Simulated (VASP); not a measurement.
# SnO2 (Cassiterite) (P4_2/mnm) in VASP: further runs

Runs on SnO2 (Cassiterite). Level: PBEsol. Tasks: relaxation of cell and atoms.

Program: VASP 6.6.1. These are calculated values, not measurements. Logs are shortened: lines on timing, memory, paths and dates and some standing lists are left out, and cuts for length are marked.

### Step 1. The structure

Symmetry: P4_2/mnm, No. 136, tetragonal system. Conventional cell: a = 4.738 Å, b = 4.738 Å, c = 3.187 Å, α = 90.00°, β = 90.00°, γ = 90.00°. Around Sn (site symmetry mmm) lie 6 O at 2.05 to 2.06 Å. O (site symmetry m2m) has 3 Sn at 2.05 to 2.06 Å as nearest neighbours.

### Step 2. Relaxation of cell and atoms, PBEsol

INCAR reads:

```
SYSTEM = SnO2
PREC = Accurate
ENCUT = 600
EDIFF = 1E-6
ISMEAR = 0
SIGMA = 0.03
LREAL = .FALSE.
LASPH = .TRUE.
NELM = 80
ALGO = Normal
ISIF = 3
LWAVE = .FALSE.
LCHARG = .FALSE.
GGA = PS
IBRION = 2
NSW = 90
EDIFFG = -0.01
KPAR = 4
```

KPOINTS reads:

```
regular mesh
0
G
  6 6 8
  0 0 0
```

POSCAR reads:

```
SnO2
1.0
    4.7380000000      0.0000000000      0.0000000000
    0.0000000000      4.7380000000      0.0000000000
    0.0000000000      0.0000000000      3.1865000000
Sn O
2 4
Direct
    0.0000000000      0.0000000000      0.0000000000
    0.5000000000      0.5000000000      0.5000000000
    0.3071000000      0.3071000000      0.0000000000
    0.1929000000      0.8071000000      0.5000000000
    0.6929000000      0.6929000000      0.0000000000
    0.8071000000      0.1929000000      0.5000000000
```

Potentials or basis: VASP PAW PBE potentials, release 64 (Sn_d, O).

Run with:

```
> cat potpaw_PBE.64/Sn_d/POTCAR potpaw_PBE.64/O/POTCAR > POTCAR
> mpirun -np 4 vasp_std > vasp.out
```

OUTCAR:

```text
SYSTEM = SnO2
   PREC = Accurate
   ENCUT = 600
   EDIFF = 1E-6
   ISMEAR = 0
   LREAL = .FALSE.
   LASPH = .TRUE.
   NELM = 80
   ISIF = 3
   GGA = PS
   IBRION = 2
   NSW = 90
   EDIFFG = -0.01

 ion  position               nearest neighbor table
   1  0.000  0.000  0.000-   4 2.05   6 2.05   4 2.05   6 2.05   5 2.06   3 2.06   2 3.71   2 3.71
                             2 3.71   2 3.71   2 3.71   2 3.71   2 3.71   2 3.71
   2  0.500  0.500  0.500-   3 2.05   5 2.05   3 2.05   5 2.05   4 2.06   6 2.06   1 3.71   1 3.71
                             1 3.71   1 3.71   1 3.71   1 3.71   1 3.71   1 3.71
   3  0.307  0.307  0.000-   2 2.05   2 2.05   1 2.06
   4  0.193  0.807  0.500-   1 2.05   1 2.05   2 2.06
   5  0.693  0.693  0.000-   2 2.05   2 2.05   1 2.06
   6  0.807  0.193  0.500-   1 2.05   1 2.05   2 2.06

  LATTYP: Found a simple tetragonal cell.
 ALAT       =     4.7380000000
 C/A-ratio  =     0.6725411566

  Lattice vectors:

 A1 = (   4.7380000000,   0.0000000000,   0.0000000000)
 A2 = (   0.0000000000,   4.7380000000,   0.0000000000)
 A3 = (   0.0000000000,   0.0000000000,   3.1865000000)

Analysis of symmetry for initial positions (statically):
=====================================================================
 Subroutine PRICEL returns:
 Original cell was already a primitive cell.

 Routine SETGRP: Setting up the symmetry group for a
 simple tetragonal supercell.

 Subroutine GETGRP returns: Found 16 space group operations
 (whereof  8 operations were pure point group operations)
 out of a pool of 16 trial point group operations.

The static configuration has the point symmetry D_2h.
 The point group associated with its full space group is D_4h.

Analysis of symmetry for dynamics (positions and initial velocities):
=====================================================================
 Subroutine PRICEL returns:
 Original cell was already a primitive cell.

 Routine SETGRP: Setting up the symmetry group for a
 simple tetragonal supercell.

 Subroutine GETGRP returns: Found 16 space group operations
 (whereof  8 operations were pure point group operations)
 out of a pool of 16 trial point group operations.

The dynamic configuration has the point symmetry D_2h.
 The point group associated with its full space group is D_4h.

 Subroutine INISYM returns: Found 16 space group operations
 (whereof  8 operations are pure point group operations),
 and found     1 'primitive' translations

----------------------------------------------------------------------------------------

                                     Primitive cell

  volume of cell :      71.5326

  direct lattice vectors                    reciprocal lattice vectors
     4.738000000  0.000000000  0.000000000     0.211059519  0.000000000  0.000000000
     0.000000000  4.738000000  0.000000000     0.000000000  0.211059519  0.000000000
     0.000000000  0.000000000  3.186500000     0.000000000  0.000000000  0.313823945

  length of vectors
     4.738000000  4.738000000  3.186500000     0.211059519  0.211059519  0.313823945

  position of ions in fractional coordinates (direct lattice)
     0.000000000  0.000000000  0.000000000
     0.500000000  0.500000000  0.500000000
     0.307100000  0.307100000  0.000000000
     0.192900000  0.807100000  0.500000000
     0.692900000  0.692900000  0.000000000
     0.807100000  0.192900000  0.500000000

  ion indices of the primitive-cell ions
   primitive index   ion index
                 1           1
                 2           2
                 3           3
                 4           4
                 5           5
                 6           6

----------------------------------------------------------------------------------------

 KPOINTS: regular mesh

Automatic generation of k-mesh.
 Grid dimensions read from file:
 generate k-points for:    6    6    8

 Generating k-lattice:

  Cartesian coordinates                     Fractional coordinates (reciprocal lattice)
     0.035176586  0.000000000  0.000000000     0.166666667  0.000000000  0.000000000
     0.000000000  0.035176586  0.000000000     0.000000000  0.166666667  0.000000000
     0.000000000  0.000000000  0.039227993     0.000000000  0.000000000  0.125000000

  Length of vectors
     0.035176586  0.035176586  0.039227993

  Shift w.r.t. Gamma in fractional coordinates (k-lattice)
     0.000000000  0.000000000  0.000000000

 Subroutine IBZKPT returns following result:
 ===========================================

 Found     50 irreducible k-points:

 Following reciprocal coordinates:
            Coordinates               Weight
  0.000000  0.000000  0.000000      1.000000
  0.166667  0.000000  0.000000      4.000000
  0.333333  0.000000  0.000000      4.000000
  0.500000  0.000000  0.000000      2.000000
  0.166667  0.166667  0.000000      4.000000
  0.333333  0.166667  0.000000      8.000000
[... 16 lines left out ...]
  0.333333  0.000000  0.250000      8.000000
  0.500000  0.000000  0.250000      4.000000
 [... further k-points ...]
   k-points           NKPTS =     50   k-points in BZ     NKDIM =     50   number of bands    NBANDS=     31
   number of dos      NEDOS =    301   number of ions     NIONS =      6
   total plane-waves  NPLWV =  44800
   dimension x,y,z NGX =    40 NGY =   40 NGZ =   28
   dimension x,y,z NGXF=    80 NGYF=   80 NGZF=   56
   ions per type =               2   4
   NGX,Y,Z   is equivalent  to a cutoff of  14.04, 14.04, 14.61 a.u.
   NGXF,Y,Z  is equivalent  to a cutoff of  28.07, 28.07, 29.22 a.u.
 SYSTEM =  SnO2
   PREC   = accura    normal or accurate (medium, high low for compatibility)
   ISTART =      0    job   : 0-new  1-cont  2-samecut
   ICHARG =      2    charge: 1-file 2-atom 10-const
   ISPIN  =      1    spin polarized calculation?
   LNONCOLLINEAR =      F non collinear calculations
   LSORBIT =      F    spin-orbit coupling
   LASPH  =      T    aspherical Exc in radial PAW
   ENCUT  =  600.0 eV  44.10 Ry    6.64 a.u.   9.46  9.46  6.36*2*pi/ulx,y,z
   NELM   =     80;   NELMIN=  2; NELMDL= -5     # of ELM steps
   EDIFF  = 0.1E-05   stopping-criterion for ELM
   LREAL  =      F    real-space projection
   EDIFFG = -.1E-01   stopping-criterion for IOM
   NSW    =     90    number of steps for IOM
   IBRION =      2    ionic relax: 0-MD 1-quasi-New 2-CG
   NFREE  =      1    steps in history (QN), initial steepest desc. (CG)
   ISIF   =      3    stress and relaxation
   ISYM   =      2    0-nonsym 1-usesym 2-fastsym
   POTIM  = 0.5000    time-step for ionic-motion
   TEBEG  =    0.0;   TEEND  =   0.0 temperature during run
   PSTRESS=    0.0 pullay stress
   NELECT =      52.0000    total number of electrons
   NUPDOWN=      -1.0000    fix difference up-down
   EMIN   =  10.00;   EMAX   =-10.00  energy-range for DOS
   EFERMI =   0.00;   METHOD = LEGACY
   ISMEAR =     0;   SIGMA  =   0.03  broadening in eV -4-tet -1-fermi 0-gaus
   EFERMI_NEDOS =   21; number of points for ismear=-14 and -15
   IALGO  =     38    algorithm
   IMIX   =      4    mixing-type and parameters
     AMIX     =   0.40;   BMIX     =  1.00
     AMIX_MAG =   1.60;   BMIX_MAG =  1.00
  volume/ion in A,a.u.               =      11.92        80.45
  Fermi-wavevector in a.u.,A,eV,Ry     =   1.472000  2.781677 29.480903  2.166785
  Thomas-Fermi vector in A             =   2.587068
   LORBIT       =      0    0 simple, 1 ext, 2 COOP (PROOUT), +10 PAW based schemes
   GGA     = PS    functional components
   LHFCALC =     F    Hartree Fock is set to
   AEXX    =    0.0000 exact exchange contribution
   IVDW    =     0    specifies the selected vdW correction
   LEPSILON=     F    determine dielectric tensor
   LRPA    =     F    only Hartree local field effects (RPA)
 conjugate gradient relaxation of ions
 non-spin polarized calculation
 Gauss-broadening in eV      SIGMA  =   0.03
  energy-cutoff  :      600.00
  volume of cell :       71.53
 maximum number of plane-waves:      2409
 NGX is ok and might be reduce to    40
   NGX = 19   NGY = 19   NGZ = 13

--------------------------------------- Ionic step        1  -------------------------------------------

 number of electron      52.0000000 magnetization

 Free energy of the ion-electron system (eV)
  ---------------------------------------------------
  ext. energy  EPLUGINS =         0.00000000
  ---------------------------------------------------
  free energy    TOTEN  =       -39.64548099 eV

  energy without entropy =      -39.64548099  energy(sigma->0) =      -39.64548099

------------------------ aborting loop because EDIFF is reached ----------------------------------------

  FORCE on cell =-STRESS in cart. coord.  units (eV):
  Direction    XX          YY          ZZ          XY          YZ          ZX
  --------------------------------------------------------------------------------------
  -------------------------------------------------------------------------------------
  Total        2.0014030      2.0014030      3.0109737     -0.0000000      0.0000000      0.0000000
  in kB       44.8271462     44.8271462     67.4393696     -0.0000000      0.0000000      0.0000000
  external PRESSURE =      52.3645540 kB  Pullay stress =       0.0000000 kB
[... 145 lines left out ...]
  energy  without entropy=      -39.6756499714  energy(sigma->0) =      -39.67564997

--------------------------------------- Ionic step        5  -------------------------------------------

 number of electron      52.0000006 magnetization

 Free energy of the ion-electron system (eV)
  ---------------------------------------------------
  ext. energy  EPLUGINS =         0.00000000
  ---------------------------------------------------
  free energy    TOTEN  =       -39.67572281 eV

  energy without entropy =      -39.67572281  energy(sigma->0) =      -39.67572281

 E-fermi :   5.9323     XC(G=0): -11.4148

 val. band max:        5.7507065630   @ k =   0.0000   0.0000   0.0000
 cond. band min:       6.6382341605   @ k =   0.0000   0.0000   0.0000
 fundamental gap:      0.8875275976
 Fermi energy:         5.9323341433

 k-point     1 :       0.0000    0.0000    0.0000
  band No.  band energies     occupation
      1     -15.2475      2.00000
      2     -14.5010      2.00000
      3     -14.2631      2.00000
      4     -14.2379      2.00000
      5     -14.2379      2.00000
      6     -14.1705      2.00000
[... 805 lines left out ...]
     30      14.1899      0.00000
     31      14.9230      0.00000

 [... further k-points ...]
[... 5 lines left out ...]
  --------------------------------------------------------------------------------------
  -------------------------------------------------------------------------------------
  Total        0.0296224      0.0296224      0.0043473     -0.0000000      0.0000000      0.0000000
  in kB        0.6483001      0.6483001      0.0951435     -0.0000000      0.0000000      0.0000000
  external PRESSURE =       0.4639145 kB  Pullay stress =       0.0000000 kB
[... 21 lines left out ...]
  FREE ENERGIE OF THE ION-ELECTRON SYSTEM (eV)
  ---------------------------------------------------
  free  energy   TOTEN  =       -39.6757228105 eV

  energy  without entropy=      -39.6757228105  energy(sigma->0) =      -39.67572281

 reached required accuracy - stopping structural energy minimisation
```

It took 63 s on 4 MPI ranks of Intel Xeon 6975P-C (Granite Rapids), shared host; peak memory 0.28 GiB.

Results:

```yaml
Free_energy: -39.6757 eV
Relaxed_volume: 12.20 Å³/atom
Relaxed_cell: a = 4.771 Å, b = 4.771 Å, c = 3.217 Å, α = 90.00°, β = 90.00°, γ = 90.00°
Space_group_after_relaxing_to_0.05_Å: P4_2/mnm (No. 136)
Energy_gained_by_relaxing: 5.0 meV/atom
Ionic_steps: 5
Pressure_after_relaxing: 0.0 GPa
Largest_force_after_relaxing: 0.008 eV/Å
Band_gap_on_the_k_mesh: 0.89 eV, direct
```

Forces on the atoms (eV/Å):
```
Sn   0.000  0.000  0.000
Sn   0.000  0.000  0.000
O   -0.006 -0.006  0.000
O    0.006 -0.006  0.000
O    0.006  0.006  0.000
O   -0.006  0.006  0.000
```

Step by step:
| step | energy change (eV) | largest force (eV/Å) | pressure (GPa) | volume (Å³) |
| --- | --- | --- | --- | --- |
| 1 | 0.0000 | 0.2277 | 5.24 | 71.53 |
| 2 | 0.0238 | 0.2179 | -6.26 | 75.64 |
| 3 | -0.0302 | 0.0171 | -0.05 | 73.24 |
| 4 | -0.0302 | 0.0212 | 0.10 | 73.21 |
| 5 | -0.0302 | 0.0080 | 0.05 | 73.21 |

Final structure:
```
Sn O
1.0
     4.77064    0.00000    0.00000
     0.00000    4.77064    0.00000
     0.00000    0.00000    3.21664
Sn O
2 4
Cartesian
  4.7706 0.0000 3.2166
  2.3853 2.3853 1.6083
  1.4613 1.4613 0.0000
  0.9241 3.8466 1.6083
  3.3094 3.3094 0.0000
  3.8466 0.9241 1.6083
```

Caveat: the PAW data sets were made with another functional, which shifts forces and pressure a little; spin-orbit coupling is left out, which moves the levels of the heavy elements.

### Step 3. Relaxation of cell and atoms, PBEsol

This run uses another cell than the first one, of 12.20 Å³/atom, 1.023 times its volume.

INCAR, as its differences from that of step 2:

```diff
@@ -3,3 +3,3 @@
 ENCUT = 600
-EDIFF = 1E-6
+EDIFF = 1E-7
 ISMEAR = 0
@@ -16,3 +16,3 @@
 NSW = 90
-EDIFFG = -0.01
+EDIFFG = -0.005
 KPAR = 4
```

KPOINTS is that of step 2.

POSCAR reads:

```
SnO2                                    
1.0
    4.7706380562      0.0000000000      0.0000000000
   -0.0000000000      4.7706380562      0.0000000000
    0.0000000000      0.0000000000      3.2166385029
  Sn              O             
     2     4
Direct
     1.0000000000000000    0.0000000000000000    1.0000000000000000
     0.5000000000000000    0.5000000000000000    0.5000000000000000
     0.3063031673231308    0.3063031673231308    0.0000000000000000
     0.1936968326768692    0.8063031673231308    0.5000000000000000
     0.6936968326768692    0.6936968326768692    0.0000000000000000
     0.8063031673231308    0.1936968326768692    0.5000000000000000
```

Potentials or basis: VASP PAW PBE potentials, release 64 (Sn_d, O).

Run with:

```
> cat potpaw_PBE.64/Sn_d/POTCAR potpaw_PBE.64/O/POTCAR > POTCAR
> mpirun -np 4 vasp_std > vasp.out
```

Wall time 42 s (4 MPI ranks of Intel Xeon 6975P-C (Granite Rapids), shared host); peak memory 0.27 GiB.

It converged, with:

| Item | Value |
| --- | --- |
| Free energy | -39.6795 eV |
| Relaxed volume | 12.20 Å³/atom |
| Relaxed cell | a = 4.771 Å, b = 4.771 Å, c = 3.217 Å, α = 90.00°, β = 90.00°, γ = 90.00° |
| Space group after relaxing (to 0.05 Å) | P4_2/mnm (No. 136) |
| Energy gained by relaxing | 0.0 meV/atom |
| Ionic steps | 3 |
| Pressure after relaxing | 0.0 GPa |
| Band gap on the k mesh | 0.88 eV, direct |

Final structure:
```xyz
6
Lattice="4.7714 0.0000 0.0000 0.0000 4.7714 0.0000 0.0000 0.0000 3.2166" Properties=species:S:1:pos:R:3 pbc="T T T"
Sn    4.7714    0.0000    0.0000
Sn    2.3857    2.3857    1.6083
O     1.4613    1.4613    0.0000
O     0.9244    3.8470    1.6083
O     3.3101    3.3101    0.0000
O     3.8470    0.9244    1.6083
```

Levels at points of the mesh, in eV from the valence-band top:
```csv
k point,band 24,band 25,band 26,band 27,band 28,band 29
"(0.00, 0.00, 0.00)",-0.78,-0.78,0.00,0.88,5.82,6.02
"(0.50, 0.00, 0.00)",-1.23,-0.63,-0.63,4.10,4.10,6.78
"(0.50, 0.50, 0.00)",-1.35,-0.89,-0.89,4.50,4.50,7.21
"(0.00, 0.00, 0.50)",-1.64,-1.24,-1.24,5.84,5.84,9.42
"(0.50, 0.00, 0.50)",-1.08,-0.73,-0.73,6.12,6.12,7.71
"(0.50, 0.50, 0.50)",-0.96,-0.82,-0.82,4.52,4.52,8.60
```

Caveat: the PAW data sets were made with another functional, which shifts forces and pressure a little; spin-orbit coupling is left out, which moves the levels of the heavy elements.

### Step 4. Relaxation of cell and atoms, PBEsol

INCAR reads:

```
SYSTEM = SnO2
PREC = Accurate ; ENCUT = 600
EDIFF = 1E-6 ; ISMEAR = 0
SIGMA = 0.03 ; LREAL = .FALSE.
LASPH = .TRUE. ; NELM = 80
ALGO = Normal ; ISIF = 3
LWAVE = .FALSE. ; LCHARG = .FALSE.
GGA = PS ; IBRION = 2
NSW = 90 ; EDIFFG = -0.01
KPAR = 4
```

KPOINTS is that of step 3.

POSCAR reads:

```
SnO2
1.0
    4.7380000000      0.0000000000      0.0000000000
    0.0000000000      4.7380000000      0.0000000000
    0.0000000000      0.0000000000      3.1865000000
Sn O
2 4
Direct
    0.0000000000      0.0000000000      0.0000000000
    0.5000000000      0.5000000000      0.5000000000
    0.3071000000      0.3071000000      0.0000000000
    0.1929000000      0.8071000000      0.5000000000
    0.6929000000      0.6929000000      0.0000000000
    0.8071000000      0.1929000000      0.5000000000
```

Run with:

```
> cat potpaw_PBE.64/Sn_d/POTCAR potpaw_PBE.64/O/POTCAR > POTCAR
> mpirun -np 4 vasp_std > vasp.out
```

Run time: 61 s. Hardware: 4 MPI ranks of AMD EPYC 9R45 (Zen 5), shared host; peak memory 0.26 GiB.

It converged, with:

```
Free energy                            : -39.6757 eV
Relaxed volume                         : 12.20 Å³/atom
Relaxed cell                           : a = 4.771 Å, b = 4.771 Å, c = 3.217 Å, α = 90.00°, β = 90.00°, γ = 90.00°
Space group after relaxing (to 0.05 Å) : P4_2/mnm (No. 136)
Energy gained by relaxing              : 5.0 meV/atom
Ionic steps                            : 5
Pressure after relaxing                : 0.0 GPa
Largest force after relaxing           : 0.008 eV/Å
Band gap on the k mesh                 : 0.89 eV, direct
```

Forces in eV/Å, atoms in the order of the input:
```
Sn   0.000  0.000  0.000
Sn   0.000  0.000  0.000
O   -0.006 -0.006  0.000
O    0.006 -0.006  0.000
O    0.006  0.006  0.000
O   -0.006  0.006  0.000
```

The path:
| step | energy change (eV) | largest force (eV/Å) | pressure (GPa) | volume (Å³) |
| --- | --- | --- | --- | --- |
| 1 | 0.0000 | 0.2277 | 5.24 | 71.53 |
| 2 | 0.0238 | 0.2179 | -6.26 | 75.64 |
| 3 | -0.0302 | 0.0171 | -0.05 | 73.24 |
| 4 | -0.0302 | 0.0212 | 0.10 | 73.21 |
| 5 | -0.0302 | 0.0080 | 0.05 | 73.21 |

Final structure:
```
CELL_PARAMETERS angstrom
4.77064 0.00000 0.00000
0.00000 4.77064 0.00000
0.00000 0.00000 3.21664
ATOMIC_POSITIONS crystal
Sn 0.00000 0.00000 0.00000
Sn 0.50000 0.50000 0.50000
O 0.30630 0.30630 0.00000
O 0.19370 0.80630 0.50000
O 0.69370 0.69370 0.00000
O 0.80630 0.19370 0.50000
```

Levels at points of the mesh, in eV from the valence-band top:
| k point | band 24 | band 25 | band 26 | band 27 | band 28 | band 29 |
| --- | --- | --- | --- | --- | --- | --- |
| (0.00, 0.00, 0.00) | -0.78 | -0.78 | 0.00 | 0.89 | 5.82 | 6.02 |
| (0.50, 0.00, 0.00) | -1.23 | -0.63 | -0.63 | 4.11 | 4.11 | 6.78 |
| (0.50, 0.50, 0.00) | -1.35 | -0.89 | -0.89 | 4.50 | 4.50 | 7.21 |
| (0.00, 0.00, 0.50) | -1.64 | -1.24 | -1.24 | 5.84 | 5.84 | 9.42 |
| (0.50, 0.00, 0.50) | -1.08 | -0.73 | -0.73 | 6.12 | 6.12 | 7.72 |
| (0.50, 0.50, 0.50) | -0.96 | -0.82 | -0.82 | 4.53 | 4.53 | 8.60 |

Caveat: the PAW data sets were made with another functional, which shifts forces and pressure a little; spin-orbit coupling is left out, which moves the levels of the heavy elements. A hybrid or GW would open this gap; PBEsol tends to underestimate it.
